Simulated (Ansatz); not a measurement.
# Cu: how the energy converges with the cutoff

Cu, P-1, a = 2.449 Å, b = 2.457 Å, c = 2.476 Å, α, β, γ = 107.7°, 108.1°, 112.5°. Ansatz: r2SCAN, PAW, cutoff varied, Γ-centred 14×14×14 mesh on 1 atom, Gaussian smearing 0.10 eV; no spin polarisation. Single points at one geometry with displaced atoms, the cutoff alone changed; ΔE is the energy at zero smearing over the run at 600 eV. The runs up to 350 eV lie under the cutoff recommended for these PAW datasets.

| cutoff (eV) | ΔE (meV/atom) |
| --- | --- |
| 200 | ? |
| 250 | 2408.67 |
| 300 | 257.46 |
| 350 | 13.74 |
| 500 | 0.65 |

Q: Assume ΔE falls exponentially with the cutoff, fit y = ln ΔE against x, the cutoff in eV, to the other rows, and predict the missing value.

A: y = 7.787, 5.551, 2.620, -0.431. Means x = 350.0, y = 3.8818; Σ(Δx)² = 35000, ΣΔxΔy = -1121; the slope is their ratio. y = 15.09 − 0.03203 x, a factor of ten per 72 eV. At 200 eV this gives ΔE = 5907.63 meV/atom. The run gave 15439.07, a ratio of 0.38. Between neighbouring rows the decay runs from a factor of ten per 39 eV to one per 113 eV, so one exponential is only a rough guide. The fast fall gives way to a slow tail, so a fit to low cutoffs promises convergence too early.

This bcc form isn't the element's structure at ambient conditions.

Cost: 6 runs of about 0.86 core-minutes in all, on AMD EPYC 9R45 (Zen 5) (shared hosts).